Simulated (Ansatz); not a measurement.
A trial cell of Cd3HgTe4, before relaxation:

```yaml
crystal:
  lattice:
    - [4.37776, 0.00000, 0.00000]
    - [0.00000, 4.37776, 0.00000]
    - [0.00000, 0.00000, 12.38217]
  atoms:
    - { symbol: Cd, position: [0.50000, 0.50000, 0.25000] }
    - { symbol: Cd, position: [0.00000, 0.00000, 0.50000] }
    - { symbol: Cd, position: [0.50000, 0.50000, 0.75000] }
    - { symbol: Hg, position: [0.00000, 0.00000, 0.00000] }
    - { symbol: Te, position: [0.50000, 0.00000, 0.37500] }
    - { symbol: Te, position: [0.00000, 0.50000, 0.62500] }
    - { symbol: Te, position: [0.50000, 0.00000, 0.87500] }
    - { symbol: Te, position: [0.00000, 0.50000, 0.12500] }
```

The calculation used DFT PBE, scalar-relativistic, plane waves, PAW in Ansatz. Cutoff 420 eV, Gaussian smearing, Γ-centred meshes. Cell and atoms relax first on a coarse mesh and then on a converged one. In between, the cell is made exact in the group found at 0.06 Å. The steps can't lower the symmetry of their start. No spin polarisation.

A guess keeps its type if space group and coordination stay and the shape of the cell changes little (axis ratios within about 15 %, angles within 6°); the volume may change.

Task: Does it keep its structure type, or change into something else?

Result: It keeps its type. The symmetry stays P-4m2 (No. 115). The volume per atom grows by 22.6 %, from 29.7 to 36.4 Å³. The shortest distance goes from 2.68 Å (Cd–Te and Hg–Te) to 2.87 Å (Cd–Te). The ratio c/a of the conventional cell changes by a factor of 1.00. Counting neighbours within 15 % of an atom's shortest distance, the start has Cd 4, Hg 4, Te 4 and the end Cd 4, Hg 4, Te 4.

Formation energies are uncorrected and refer to the elements' standard structures at the same level. The references include crystalline Hg.

Task: At what energy does it end?

Result: −0.390 eV/atom. It lies below the elements, which doesn't yet make it stable against other compounds or structures.

The last run used an 8×8×4 mesh (in the run's order of axes) for its 8-atom cell and Gaussian smearing of 0.01 eV. Spin–orbit coupling, which can matter for Hg and Te, is left out. The reference form of Te is held partly by dispersion forces, which this level lacks. Symmetry constrained the relaxation, so the result can be a saddle point.
